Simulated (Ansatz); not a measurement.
# PtSe2 (Sudovikovite) in Ansatz: the effect of exact exchange

The system is PtSe2 (Sudovikovite).

```
Pt Se
1.0
     3.72400    0.00000    0.00000
    -1.86200    3.22508    0.00000
     0.00000    0.00000    5.06200
Pt Se
1 2
Cartesian
  0.0000 0.0000 0.0000
  1.8620 1.0750 3.7965
  0.0000 2.1501 1.2655
```

Alike in all runs:

```yaml
Program: Ansatz 0.2.0
Task: single point
Functional: HSE06 form with a typed share of exact exchange
Potentials_or_basis: Ansatz PAW
Cutoff: "420 eV (not typed: the program's choice for these potentials)"
k_mesh: 4 × 4 × 3
Occupations: fermi-dirac, width 0.05 eV
Spin: no spin polarisation
```

```tsv
exact exchange	pressure (GPa)	largest force (eV/Å)
0.25	2.5	0.06
0.3	1.6	0.02
0.4	?	?
0.5	-1.8	0.41
```

What does the run with exact exchange 0.4 give?

Pressure -0.1 GPa; largest force 0.20 eV/Å.

Worked out: A straight line through the other rows of the pressure, of slope -17.1 GPa per unit of exact exchange, gives -0.1 GPa, against the run's -0.1. A straight line through the other rows of the largest force, of slope 1.56 eV/Å per unit of exact exchange, gives 0.24 eV/Å, against the run's 0.20.

Caveats: all runs use coarse meshes; the PAW data sets come from PBE, with cores solved anew for the run's functional, which leaves a small shift of forces and pressure; the thresholds are loose for stress.
